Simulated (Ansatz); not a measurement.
Here is an Ansatz 0.2.0 calculation.

Contents of input.yaml:

```yaml
crystal:
  lattice:
    - [-2.9545118615, 2.9545118615, 2.7308451955]
    - [2.9545118615, -2.9545118615, 2.7308451955]
    - [2.9545118615, 2.9545118615, -2.7308451955]
  atoms:
    - { symbol: Rb, position: [0.0, 0.0, 0.0] }
hamiltonian:
  xc: r2scanh
  pseudopotentials: { kind: nc, accuracy: standard }
  dispersion: d3bj
kpoints:
  mp_grid: { grid: [5, 5, 5] }
scf:
  occupations: { method: gaussian, width: 0.05 }
output:
  forces: true
  stress: true
  eigenvalues: true
```

Potentials or basis: PseudoDojo standard (PBE files).

Command:

```bash
$ ansatz run input.yaml --threads 1 --pin off --max-ram 2560MiB --backend cpu --events-out ev --progress --plain --runs-dir out
```

**Question.** Estimate the pressure.

**Answer.** -0.1 GPa.

**Question.** Predict the band gap on the k mesh.

**Answer.** None (metal or under the smearing width).

Stress tensor (GPa, compression positive):
```
-0.08  0.00  0.00
 0.00 -0.08  0.00
 0.00  0.00 -0.21
```

Caveat: the meta-GGA runs on potentials made for a GGA; the potentials were made for another functional, which shifts forces and pressure; pairwise dispersion overbinds metals, which lowers pressure and volume; the dispersion damping was fitted for another functional or another form of the correction; the thresholds are loose for stress.
